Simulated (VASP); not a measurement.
# Ag (Im-3m) in VASP: notebook

Runs on Ag. Level: r2SCAN. Tasks: single point.

Program: VASP 6.6.1. These are calculated values, not measurements. Logs are shortened: lines on timing, memory, paths and dates and some standing lists are left out, and cuts for length are marked.

## Step 1: The crystal as given

It takes space group Im-3m (No. 229, cubic). The conventional cell has a = 3.311 Å, b = 3.311 Å, c = 3.311 Å, α = 90.00°, β = 90.00°, γ = 90.00°. Around Ag (site symmetry m-3m) lie 8 Ag at 2.87 Å.

This isn't the form of Ag at room conditions, which is fcc.

## Step 2: Single point, r2SCAN

INCAR

```
SYSTEM = Ag
PREC     = Low            ! precision mode
ENCUT    = 450            ! plane-wave cutoff, eV
EDIFF    = 1E-6           ! SCF threshold, eV
ISMEAR   = 1              ! smearing method
SIGMA    = 0.1            ! smearing width, eV
LREAL    = .False.        ! projectors in reciprocal space
LASPH    = .True.         ! aspherical terms in the spheres
NELM     = 100            ! most SCF steps
ALGO     = Normal         ! electronic algorithm
ISIF     = 2              ! what is computed and relaxed
LWAVE    = .False.        ! write WAVECAR
LCHARG   = .False.        ! write CHGCAR
METAGGA  = R2SCAN         ! meta-GGA
LMIXTAU  = .True.       
ADDGRID  = .False.
```

KPOINTS

```
regular mesh
0
Gamma
  10 10 10
  0 0 0
```

POSCAR

```
Ag
1.0
   -1.6556540000      1.6556540000      1.6556540000
    1.6556540000     -1.6556540000      1.6556540000
    1.6556540000      1.6556540000     -1.6556540000
Ag
1
Direct
    0.0000000000      0.0000000000      0.0000000000
```

Potentials or basis: VASP PAW PBE potentials, release 64 (Ag).

Launch:

```console
$ cat potpaw_PBE.64/Ag/POTCAR > POTCAR
$ mpirun -np 1 vasp_std > vasp.out
```

OUTCAR:

```text
SYSTEM = Ag
   PREC = Low
   ENCUT = 450
   EDIFF = 1E-6
   ISMEAR = 1
   LREAL = .False.
   LASPH = .True.
   NELM = 100
   ISIF = 2
   METAGGA = R2SCAN

 Found     47 irreducible k-points:

 Following reciprocal coordinates:
            Coordinates               Weight
  0.000000  0.000000  0.000000      1.000000
  0.100000  0.000000  0.000000     12.000000
  0.200000  0.000000  0.000000     12.000000
  0.300000  0.000000  0.000000     12.000000
  0.400000  0.000000  0.000000     12.000000
  0.500000  0.000000  0.000000      6.000000
   k-points           NKPTS =     47   k-points in BZ     NKDIM =     47   number of bands    NBANDS=      9
   number of dos      NEDOS =    301   number of ions     NIONS =      1
   total plane-waves  NPLWV =   4096
   dimension x,y,z NGX =    16 NGY =   16 NGZ =   16
   dimension x,y,z NGXF=    16 NGYF=   16 NGZF=   16
   ions per type =               1
   NGX,Y,Z   is equivalent  to a cutoff of   9.28,  9.28,  9.28 a.u.
   NGXF,Y,Z  is equivalent  to a cutoff of   9.28,  9.28,  9.28 a.u.
 SYSTEM =  Ag
   PREC   = low       normal or accurate (medium, high low for compatibility)
   ISTART =      0    job   : 0-new  1-cont  2-samecut
   ICHARG =      2    charge: 1-file 2-atom 10-const
   ISPIN  =      1    spin polarized calculation?
   LNONCOLLINEAR =      F non collinear calculations
   LSORBIT =      F    spin-orbit coupling
   LASPH  =      T    aspherical Exc in radial PAW
   ENCUT  =  450.0 eV  33.07 Ry    5.75 a.u.   4.96  4.96  4.96*2*pi/ulx,y,z
   NELM   =    100;   NELMIN=  2; NELMDL= -5     # of ELM steps
   EDIFF  = 0.1E-05   stopping-criterion for ELM
   LREAL  =      F    real-space projection
   EDIFFG = 0.1E-04   stopping-criterion for IOM
   NSW    =      0    number of steps for IOM
   IBRION =     -1    ionic relax: 0-MD 1-quasi-New 2-CG
   NFREE  =      0    steps in history (QN), initial steepest desc. (CG)
   ISIF   =      2    stress and relaxation
   ISYM   =      2    0-nonsym 1-usesym 2-fastsym
   POTIM  = 0.5000    time-step for ionic-motion
   TEBEG  =    0.0;   TEEND  =   0.0 temperature during run
   PSTRESS=    0.0 pullay stress
   NELECT =      11.0000    total number of electrons
   NUPDOWN=      -1.0000    fix difference up-down
   EMIN   =  10.00;   EMAX   =-10.00  energy-range for DOS
   EFERMI =   0.00;   METHOD = LEGACY
   ISMEAR =     1;   SIGMA  =   0.10  broadening in eV -4-tet -1-fermi 0-gaus
   EFERMI_NEDOS =   21; number of points for ismear=-14 and -15
   IALGO  =     38    algorithm
   IMIX   =      4    mixing-type and parameters
     AMIX     =   0.40;   BMIX     =  1.00
     AMIX_MAG =   1.60;   BMIX_MAG =  1.00
  volume/ion in A,a.u.               =      18.15       122.51
  Fermi-wavevector in a.u.,A,eV,Ry     =   1.385318  2.617871 26.111022  1.919106
  Thomas-Fermi vector in A             =   2.509739
   LORBIT       =      0    0 simple, 1 ext, 2 COOP (PROOUT), +10 PAW based schemes
   METAGGA = R2SCAN    functional components
   LHFCALC =     F    Hartree Fock is set to
   AEXX    =    0.0000 exact exchange contribution
   IVDW    =     0    specifies the selected vdW correction
   LEPSILON=     F    determine dielectric tensor
   LRPA    =     F    only Hartree local field effects (RPA)
 non-spin polarized calculation
 Methfessel and Paxton  Order N= 1 SIGMA  =   0.10
  energy-cutoff  :      450.00
  volume of cell :       18.15
 maximum number of plane-waves:       410
   NGX =  9   NGY =  9   NGZ =  9

 number of electron      10.9999224 magnetization

 Free energy of the ion-electron system (eV)
  ---------------------------------------------------
  ext. energy  EPLUGINS =         0.00000000
  ---------------------------------------------------
  free energy    TOTEN  =       -21.28647737 eV

  energy without entropy =      -21.28571949  energy(sigma->0) =      -21.28622474

 E-fermi :   7.7566     XC(G=0): -12.5323

 val. band max:        7.6313189106   @ k =  -0.3000   0.4000   0.2000
 cond. band min:       7.7632410859   @ k =   0.5000   0.0000   0.0000
 fundamental gap:      0.1319221753
 Fermi energy:         7.7566124156

 k-point     1 :       0.0000    0.0000    0.0000
  band No.  band energies     occupation
      1       0.1176      2.00000
      2       2.5690      2.00000
      3       2.5690      2.00000
      4       2.5706      2.00000
      5       3.7921      2.00000
      6       3.7921      2.00000
      7      26.0628      0.00000
      8      26.0631      0.00000
      9      26.0631      0.00000

 k-point     2 :       0.1000    0.0000    0.0000
  band No.  band energies     occupation
      1       0.4363      2.00000
      2       2.4966      2.00000
      3       2.5859      2.00000
      4       2.7445      2.00000
      5       3.7189      2.00000
      6       3.7974      2.00000
      7      24.9876      0.00000
      8      25.8360      0.00000
      9      26.2295      0.00000

 k-point     3 :       0.2000    0.0000    0.0000
  band No.  band energies     occupation
      1       1.1951      2.00000
      2       2.3115      2.00000
      3       2.7616      2.00000
      4       3.2262      2.00000
      5       3.6150      2.00000
      6       3.8156      2.00000
      7      21.6113      0.00000
      8      24.4809      0.00000
      9      26.6306      0.00000

 k-point     4 :       0.3000    0.0000    0.0000
  band No.  band energies     occupation
      1       1.4920      2.00000
      2       2.0913      2.00000
      3       3.6266      2.00000
      4       3.8474      2.00000
      5       3.8822      2.00000
      6       3.9272      2.00000
      7      17.5324      0.00000
      8      22.8088      0.00000
      9      24.5154      0.00000

 k-point     5 :       0.4000    0.0000    0.0000
  band No.  band energies     occupation
      1       1.3370      2.00000
      2       1.9196      2.00000
      3       3.7028      2.00000
      4       3.8809      2.00000
      5       4.4764      2.00000
      6       6.0754      2.00000
      7      13.7472      0.00000
      8      21.6569      0.00000
      9      22.7550      0.00000

 k-point     6 :       0.5000    0.0000    0.0000
  band No.  band energies     occupation
      1       1.2478      2.00000
      2       1.8554      2.00000
      3       3.7413      2.00000
      4       3.8957      2.00000
      5       4.7225      2.00000
      6       7.7632      0.88808
      7      11.5217      0.00000
      8      21.2542      0.00000
      9      22.1120      0.00000

 [... further k-points ...]

------------------------ aborting loop because EDIFF is reached ----------------------------------------

  FORCE on cell =-STRESS in cart. coord.  units (eV):
  Direction    XX          YY          ZZ          XY          YZ          ZX
  --------------------------------------------------------------------------------------
  -------------------------------------------------------------------------------------
  Total       -0.3233162     -0.3233162     -0.3233162      0.0000000      0.0000000     -0.0000000
  in kB      -28.5344345    -28.5344345    -28.5344345      0.0000000      0.0000000     -0.0000000
  external PRESSURE =     -28.5344345 kB  Pullay stress =       0.0000000 kB

 VOLUME and BASIS-vectors are now :
 -----------------------------------------------------------------------------
  energy-cutoff  :      450.00
  volume of cell :       18.15
      direct lattice vectors                 reciprocal lattice vectors
    -1.655654000  1.655654000  1.655654000     0.000000000  0.301995465  0.301995465
     1.655654000 -1.655654000  1.655654000     0.301995465  0.000000000  0.301995465
     1.655654000  1.655654000 -1.655654000     0.301995465  0.301995465  0.000000000

 POSITION                                       TOTAL-FORCE (eV/Angst)
 -----------------------------------------------------------------------------------
      0.00000      0.00000      0.00000         0.000000     -0.000000      0.000000
 -----------------------------------------------------------------------------------
    total drift:                                0.000000      0.000000      0.000000

  FREE ENERGIE OF THE ION-ELECTRON SYSTEM (eV)
  ---------------------------------------------------
  free  energy   TOTEN  =       -21.2864773654 eV

  energy  without entropy=      -21.2857194894  energy(sigma->0) =      -21.28622474
```

Wall time 5.8 s (1 thread of Intel Xeon 6975P-C (Granite Rapids), shared host); peak memory 0.1 GiB.

These settings aren't checked as converged: the numbers below hold their error.

Results:

```
Free energy            : -21.2865 eV
Pressure               : -2.9 GPa
Band gap on the k mesh : none (metal or under the smearing width)
```

Caveat: the PAW data sets were made with another functional, which shifts forces and pressure a little.

## Step 3: Single point, r2SCAN

Changes to INCAR since step 2:

```diff
@@ -1,3 +1,3 @@
 SYSTEM = Ag
-PREC     = Low            ! precision mode
+PREC     = Normal         ! precision mode
 ENCUT    = 450            ! plane-wave cutoff, eV
```

KPOINTS is that of step 2.

POSCAR is that of step 2.

Potentials or basis: VASP PAW PBE potentials, release 64 (Ag).

Launch:

```console
$ cat potpaw_PBE.64/Ag/POTCAR > POTCAR
$ mpirun -np 1 vasp_std > vasp.out
```

It took 6.1 s on 1 thread of Intel Xeon 6975P-C (Granite Rapids), shared host; peak memory 0.12 GiB.

These settings aren't checked as converged: the numbers below hold their error.

Results:

| Item | Value |
| --- | --- |
| Free energy | -21.2864 eV |
| Pressure | -3.1 GPa |
| Band gap on the k mesh | none (metal or under the smearing width) |

Caveat: the PAW data sets were made with another functional, which shifts forces and pressure a little.

## Step 4: Single point, r2SCAN

Changes to INCAR since step 3:

```diff
@@ -1,3 +1,3 @@
 SYSTEM = Ag
-PREC     = Normal         ! precision mode
+PREC     = Accurate       ! precision mode
 ENCUT    = 450            ! plane-wave cutoff, eV
@@ -6,3 +6,3 @@
 SIGMA    = 0.1            ! smearing width, eV
-LREAL    = .False.        ! projectors in reciprocal space
+LREAL    = Auto         
 LASPH    = .True.         ! aspherical terms in the spheres
```

KPOINTS is that of step 3.

POSCAR is that of step 3.

Launch:

```console
$ cat potpaw_PBE.64/Ag/POTCAR > POTCAR
$ mpirun -np 1 vasp_std > vasp.out
```

Wall time 14 s (1 thread of Intel Xeon 6975P-C (Granite Rapids), shared host); peak memory 0.13 GiB.

These settings aren't checked as converged: the numbers below hold their error.

What came out:

| Property | Result |
| --- | --- |
| Free energy | -21.2869 eV |
| Pressure | -3.2 GPa |
| Band gap on the k mesh | none (metal or under the smearing width) |

Caveat: the PAW data sets were made with another functional, which shifts forces and pressure a little.

## Step 5: Single point, r2SCAN

Changes to INCAR since step 4:

```diff
@@ -3,6 +3,6 @@
 ENCUT    = 450            ! plane-wave cutoff, eV
-EDIFF    = 1E-6           ! SCF threshold, eV
+EDIFF    = 0.01           ! SCF threshold, eV
 ISMEAR   = 1              ! smearing method
 SIGMA    = 0.1            ! smearing width, eV
-LREAL    = Auto         
+LREAL    = .False.        ! projectors in reciprocal space
 LASPH    = .True.         ! aspherical terms in the spheres
```

KPOINTS is that of step 4.

POSCAR is that of step 4.

Launch:

```console
$ cat potpaw_PBE.64/Ag/POTCAR > POTCAR
$ mpirun -np 1 vasp_std > vasp.out
```

Wall time 8.2 s (1 thread of Intel Xeon 6975P-C (Granite Rapids), shared host); peak memory 0.13 GiB.

These settings aren't checked as converged: the numbers below hold their error.

What came out:

```
Free energy            : -21.2786 eV
Pressure               : -6.1 GPa
Band gap on the k mesh : none (metal or under the smearing width)
```

Caveat: the PAW data sets were made with another functional, which shifts forces and pressure a little.

## Step 6: Single point, r2SCAN

Changes to INCAR since step 5:

```diff
@@ -3,3 +3,3 @@
 ENCUT    = 450            ! plane-wave cutoff, eV
-EDIFF    = 0.01           ! SCF threshold, eV
+EDIFF    = 0.001          ! SCF threshold, eV
 ISMEAR   = 1              ! smearing method
```

KPOINTS is that of step 5.

POSCAR is that of step 5.

Potentials or basis: VASP PAW PBE potentials, release 64 (Ag).

Launch:

```console
$ cat potpaw_PBE.64/Ag/POTCAR > POTCAR
$ mpirun -np 1 vasp_std > vasp.out
```

Run time: 8.4 s. Hardware: 1 thread of Intel Xeon 6975P-C (Granite Rapids), shared host; peak memory 0.13 GiB.

These settings aren't checked as converged: the numbers below hold their error.

Results:

```yaml
Free_energy: -21.2786 eV
Pressure: -6.2 GPa
Band_gap_on_the_k_mesh: none (metal or under the smearing width)
```

Caveat: the PAW data sets were made with another functional, which shifts forces and pressure a little.
